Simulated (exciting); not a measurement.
## KBr under changes of volume

One of the cells (33.716 Å³/atom); the others are scaled copies at fixed shape and fractional positions:

```
Br K
1.0
     4.07028    0.00000    0.00000
     0.00000    4.07028    0.00000
     0.00000    0.00000    4.07028
Br K
1 1
Direct
  0.50000 0.50000 0.50000
  0.00000 0.00000 0.00000
```

Measurements of this composition are mostly on another form, of space group No. 225.

- Program: exciting (release sodium)
- Functional: PBE
- Potentials or basis: all-electron LAPW+lo, shipped species files, valence relativity iora*
- rgkmax: 9
- k mesh: 7 × 7 × 7
- Occupations: fermi-dirac, width 0.05 eV
- Spin: no spin polarisation

```tsv
volume (Å³/atom)	energy over the lowest point (meV/atom)	gap on the mesh (eV)
31.733	?	?
32.394	0.37	3.96
33.055	0.00	3.90
33.716	0.89	3.83
34.378	2.97	3.78
35.039	5.66	3.72
```

Task: What does the run at 31.733 Å³/atom give?

Result: Energy over the lowest point 2.20 meV/atom; gap on the mesh 4.03 eV.

Worked out: A Birch-Murnaghan fit of order 3 (a polynomial in V^(-2/3)) to the other rows has its minimum at 32.89 Å³/atom with B0 = V·E''(V) = 17.6 GPa (rough, since the energies scatter). It gives 2.57 meV/atom at 31.733 Å³/atom, against the run's 2.20. A straight line through the other rows of the gap, of slope -3.06 eV per unit of ln V, extrapolates to 4.02 eV, against the run's 4.03.

Energies are extrapolated to zero smearing.

Caveats: an odd mesh through Γ misses points on the zone boundary, where band edges often lie. Spin-orbit coupling on Br is left out.
